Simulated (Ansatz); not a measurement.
# CuO (CsCl type): one cell, many starting occupations (series 2), part 2 of 2

Task: map the metastable states of CuO (CsCl type) by varying the start. Cell and atoms stay fixed. The start comes from a prototype table, not from a measured structure.

Ansatz 0.2.0; DFT LDA without U, plane waves, PAW. Earlier steps stand in the parts before.

## Step 5: Random orbitals: fully mixed, one electron fewer

The input, input.yaml:

```yaml
crystal:
  lattice:
    - [2.55255061, 0.0, 0.0]
    - [0.0, 2.55255061, 0.0]
    - [0.0, 0.0, 2.55255061]
  atoms:
    - { symbol: Cu, position: [0.0, 0.0, 0.0], spin: 2.0 }
    - { symbol: O, position: [0.5, 0.5, 0.5] }
basis:
  ecutwfc: 420
  ecutrho_ratio: 4
kpoints:
  mp_grid: { grid: [7, 7, 7] }
hamiltonian:
  xc: lda
  hubbard:
    sites:
      - { site: 0, l: d, u_eff: 0.0, starting_ns: [{ spin: up, occupation_matrix: s0up }, { spin: down, occupation_matrix: s0down }] }
    occupation_matrices:
      s0up:
        matrix:
          - [0.97, 0.0, 0.0, 0.0, 0.0]
          - [0.0, 0.97, 0.0, 0.0, 0.0]
          - [0.0, 0.0, 0.97, 0.0, 0.0]
          - [0.0, 0.0, 0.0, 0.97, 0.0]
          - [0.0, 0.0, 0.0, 0.0, 0.97]
      s0down:
        matrix:
          - [0.32657, 0.18322, -0.12859, -0.10205, 0.36978]
          - [0.18322, 0.21703, 0.09412, 0.14171, 0.29301]
          - [-0.12859, 0.09412, 0.93958, -0.02964, 0.04122]
          - [-0.10205, 0.14171, -0.02964, 0.93571, -0.00538]
          - [0.36978, 0.29301, 0.04122, -0.00538, 0.5311]
    ns_hold: { iters: 5 }
scf:
  occupations: { method: gaussian, width: 0.05 }
  lower_state_search: "off"
  max_iter: 150
output:
  forces: true
  stress: true
  eigenvalues: true
  populations: true
  hubbard: { sites: [{ site: 0, l: d }] }
magnetization:
  spin_polarized: true
```

The typed matrices put 0.97 on the chosen orbitals and 0.02 on the others, and are held for 5 cycles.

The run is started by

```
$ ansatz run input.yaml --threads 2 --pin off --max-ram 3072MiB --backend cpu --events-out ev --progress --plain --runs-dir out
```

What it wrote (excerpt; [...] marks lines left out):

```text
Warning: crystal.symmetry: narrowed to the stabiliser of the occupation matrices — unitary ops 48 → 2; lowered by the specified shell (site 0, l: d); largest admitted image defect 4.4e-16, smallest excluded 3.7e-1 — at a splitting's scale: the group the occupation matrices' own texture admits
Warning: RAYON_NUM_THREADS=2 ignored (pool sized by the plan → 2); use --threads N
Cu: projections on atomic orbitals take those of the free atom [Ne] 3s2 3p6 3d10 4s1, of charge +0.00 (hamiltonian.pseudopotentials.projection_atoms); the dataset's partial waves leave at most 2.0e-6 of an orbital's norm unspanned inside its sphere
O: projections on atomic orbitals take those of the free atom [He] 2s2 2p4, of charge +0.00 (hamiltonian.pseudopotentials.projection_atoms); the dataset's partial waves leave at most 1.9e-8 of an orbital's norm unspanned inside its sphere
[...]
Pseudopotentials: kind: paw
Pseudopotential: Cu, paw, valence charge 19, recommended cutoff 420 eV (normal), Cu.paw.azcp
Pseudopotential: O, paw, valence charge 6, recommended cutoff 420 eV (normal), O.paw.azcp
Functional definition: SPW92
[...]
Crystal: 2 atoms, lattice volume = 16.631 Å³
Basis set: ecut = 420 eV, 341 PW (Γ)
[...]
WARN: hamiltonian.hubbard: on 1 of 2 specified blocks the occupation matrix of this SCF's result fails the test of the specified filling. At site 0 ↓ (sites count from 0 in the list of atoms of the cell that this SCF solves) the least filled combination of the orbitals specified full has [...]
        0.000003       0.000016       3.674502
  P = ⅓ Tr σ = 3.6745 GPa (36.745 kbar)
--- Band table (eV; the first three rows and the last of 344) ---
  k-point 0 ↑: bands = ["-96.4698", "-54.2640", "-54.2640", "-54.2640", "-5.0629", "11.3843", "11.3844", "12.6395", "12.6395", "12.6395", "13.2193", "13.2193", "13.2193", "16.2629", "31.2008", "31.2008", "35.6631", "35.6631"]
[...]
Occupation matrices written to <dir>
--- Löwdin populations: 2 sites ---
  site symbol       q [e]    m [muB]
     0     Cu     18.0434     0.3985
     1      O      6.8286     0.5723
  spilling = 0.005119 (of n_electrons = 25.000000)
--- Occupation matrices: 1 shell (run DFT+U table (all-electron-ortho-atomic); ε = 2.00e-2, provisional) ---
  Cu0 d_3D: site group Oh (m-3m)
  Cu0 d_3D up     Tr n = 4.9701  λ = 0.994 0.994 0.994 0.995 0.995  [5× z2 0.20 (T2g 0.60) T2g(0.60)]
  Cu0 d_3D dn     Tr n = 4.5434  λ = 0.856 0.856 0.856 0.988 0.988  [3× xz 0.33 (T2g 1.00) T2g(1.00) | 2× z2 0.50 (Eg 1.00) Eg(1.00)]
  specified occupation → Cu0 d_3D up: matrix, ‖Δ‖_F = 0.0537, Tr Δ = -0.1201, displaced = 0.0600, d_λ = 0.0537; orbital distance = 0.0000
  specified occupation → Cu0 d_3D dn: matrix, ‖Δ‖_F = 1.2610, Tr Δ = -1.5934, displaced = 0.9888, d_λ = 1.1875; orbital distance = 1.2719
  Tr n, λ and their labels are of the run-group-symmetrised matrices; stabiliser: 48 of 96 elements of G0×{1,Θ} (closed), max defect 9.3e-7 at τ = 4.2e-3
```

Run time: 7.4 s. Hardware: 2 threads of Arm Neoverse V2, shared host; peak memory 0.34 GiB.

Result: no gap, pressure 3.7 GPa, moments in spheres Cu 0.47; O 0.51 μB, largest force component 0.00 eV/Å, 2 symmetry operations imposed. The program reports that the typed filling wasn't kept.

The shells' filling, with natural orbitals sorted by occupation:

```tsv
shell	channel	electrons	over 0.8	0.2 to 0.8	under 0.2
Cu 3d (atom 1)	up	4.97	5	0	0
Cu 3d (atom 1)	down	4.54	5	0	0
```

## Step 6: Random orbitals: drawn by pairs, first filling

Edit input.yaml of step 5 so:

```diff
@@ -6,3 +6,3 @@
   atoms:
-    - { symbol: Cu, position: [0.0, 0.0, 0.0], spin: 2.0 }
+    - { symbol: Cu, position: [0.0, 0.0, 0.0], spin: 1.0 }
     - { symbol: O, position: [0.5, 0.5, 0.5] }
@@ -28,8 +28,8 @@
         matrix:
-          - [0.32657, 0.18322, -0.12859, -0.10205, 0.36978]
-          - [0.18322, 0.21703, 0.09412, 0.14171, 0.29301]
-          - [-0.12859, 0.09412, 0.93958, -0.02964, 0.04122]
-          - [-0.10205, 0.14171, -0.02964, 0.93571, -0.00538]
-          - [0.36978, 0.29301, 0.04122, -0.00538, 0.5311]
-    ns_hold: { iters: 5 }
+          - [0.97, 0.0, 0.0, 0.0, 0.0]
+          - [0.0, 0.97, 0.0, 0.0, 0.0]
+          - [0.0, 0.0, 0.02, 0.0, 0.0]
+          - [0.0, 0.0, 0.0, 0.97, 0.0]
+          - [0.0, 0.0, 0.0, 0.0, 0.97]
+    ns_hold: { iters: 12 }
 scf:
```

The typed matrices put 0.97 on the chosen orbitals and 0.02 on the others, and are held for 12 cycles.

The run is started by

```
$ ansatz run input.yaml --threads 2 --pin off --max-ram 3072MiB --backend cpu --events-out ev --progress --plain --runs-dir out
```

What it wrote (excerpt; [...] marks lines left out):

```text
Warning: crystal.symmetry: narrowed to the stabiliser of the occupation matrices — unitary ops 48 → 16; lowered by the specified shell (site 0, l: d); largest admitted image defect 1.1e-15, smallest excluded 9.5e-1 — at a splitting's scale: the group the occupation matrices' own texture admits
Warning: RAYON_NUM_THREADS=2 ignored (pool sized by the plan → 2); use --threads N
Cu: projections on atomic orbitals take those of the free atom [Ne] 3s2 3p6 3d10 4s1, of charge +0.00 (hamiltonian.pseudopotentials.projection_atoms); the dataset's partial waves leave at most 2.0e-6 of an orbital's norm unspanned inside its sphere
O: projections on atomic orbitals take those of the free atom [He] 2s2 2p4, of charge +0.00 (hamiltonian.pseudopotentials.projection_atoms); the dataset's partial waves leave at most 1.9e-8 of an orbital's norm unspanned inside its sphere
[...]
[... 4 set-up lines as earlier in the session ...]
[...]
Crystal: 2 atoms, lattice volume = 16.631 Å³
Basis set: ecut = 420 eV, 341 PW (Γ)
Bands: 17, of which v1, the nominal top of the filled ones, is band 13 counted from 1 (12 counted from 0)
[...]
WARN: the starting moments were not kept: the SCF closed with an absolute magnetisation of 6.1e-7 μB, where they sum to 1 μB in size (1 site). That is at most 0.1 of that sum. Measured as dr2_m measures the in/out step, that magnetisation stands 2.7e-13 eV from none, at or under the [...]
WARN: hamiltonian.hubbard: on 1 of 2 specified blocks the occupation matrix of this SCF's result fails the test of the specified filling. At site 0 ↓ (sites count from 0 in the list of atoms of the cell that this SCF solves) the least filled combination of the orbitals specified full has [...]
--- Stress (GPa, compression-positive) ---
        0.786944      -0.000000       0.000000
       -0.000000       0.786936       0.000000
        0.000000       0.000000       0.786936
  P = ⅓ Tr σ = 0.7869 GPa (7.869 kbar)
--- Band table (eV; the first three rows and the last of 80) ---
  k-point 0 ↑: bands = ["-96.2918", "-54.0921", "-54.0921", "-54.0921", "-4.7080", "11.4556", "11.4556", "13.0786", "13.0786", "13.0786", "13.4129", "13.4129", "13.4129", "16.4240", "31.2593", "31.2593", "35.7896"]
[...]
Occupation matrices written to <dir>
--- Löwdin populations: 2 sites ---
  site symbol       q [e]    m [muB]
     0     Cu     18.0368    -0.0000
     1      O      6.8343     0.0000
  spilling = 0.005158 (of n_electrons = 25.000000)
--- Occupation matrices: 1 shell (run DFT+U table (all-electron-ortho-atomic); ε = 2.00e-2, provisional) ---
  Cu0 d_3D: site group Oh (m-3m)
  Cu0 d_3D up     Tr n = 4.7522  λ = 0.922 0.922 0.922 0.993 0.993  [3× xz 0.33 (T2g 1.00) T2g(1.00) | 2× z2 0.50 (Eg 1.00) Eg(1.00)]
  Cu0 d_3D dn     Tr n = 4.7522  λ = 0.922 0.922 0.922 0.993 0.993  [3× xz 0.33 (T2g 1.00) T2g(1.00) | 2× z2 0.50 (Eg 1.00) Eg(1.00)]
  specified occupation → Cu0 d_3D up: matrix, ‖Δ‖_F = 0.0897, Tr Δ = +0.0978, displaced = 0.0955, d_λ = 0.0897; orbital distance = 0.0000
  specified occupation → Cu0 d_3D dn: matrix, ‖Δ‖_F = 0.9050, Tr Δ = -0.8522, displaced = 0.5224, d_λ = 0.9050; orbital distance = 0.8165
  Tr n, λ and their labels are of the run-group-symmetrised matrices; stabiliser: 96 of 96 elements of G0×{1,Θ} (closed), max defect 7.5e-8 at τ = 4.2e-3
```

Wall time 3.5 s (2 threads of Arm Neoverse V2, shared host); peak memory 0.26 GiB.

End state: no gap, pressure 0.8 GPa, no moment over 0.05 μB in any sphere, largest force component 0.00 eV/Å, 16 symmetry operations imposed. The program reports that the typed filling wasn't kept.

How the shells are filled (orbitals counted by the eigenvalues of the occupation matrices):

```tsv
shell	channel	electrons	over 0.8	0.2 to 0.8	under 0.2
Cu 3d (atom 1)	up	4.75	5	0	0
Cu 3d (atom 1)	down	4.75	5	0	0
```

## Step 7: The states in order of energy

What follows sums up all 2 parts.

Energies count from the lowest free state and have the smearing extrapolated to zero.

| start | energy (meV/atom) | gap (eV) | pressure (GPa) | largest moment (μB) | SCF cycles | time |
| --- | --- | --- | --- | --- | --- | --- |
| random orbitals: single harmonics, first filling (earlier series) | 0.0 | metal | 0.8 | 0.00 | 33 | 3.5 s |
| random orbitals: drawn by pairs, first filling | 0.0 | metal | 0.8 | 0.00 | 33 | 3.5 s |
| from atoms, default search | 2.1 | metal | 3.7 | 0.51 | 11 | 0.73 s |
| random orbitals: fully mixed, one electron fewer | 2.1 | metal | 3.7 | 0.51 | 19 | 7.4 s |
| random orbitals: single harmonics, second filling | 2.1 | metal | 3.7 | 0.51 | 33 | 3.7 s |
| random orbitals: fully mixed, first filling | 2.1 | metal | 3.7 | 0.51 | 37 | 16 s |

The 6 free runs end at 2 energies more than 1 meV/atom apart (states closer than that can still differ), spread over 2 meV/atom; the lowest came from «random orbitals: single harmonics, first filling (earlier series)» and 1 more start. The run with the program's default settings ends 2 meV/atom above the lowest one found. The lowest state found need not be the ground state, and the geometry wasn't relaxed for any of them.
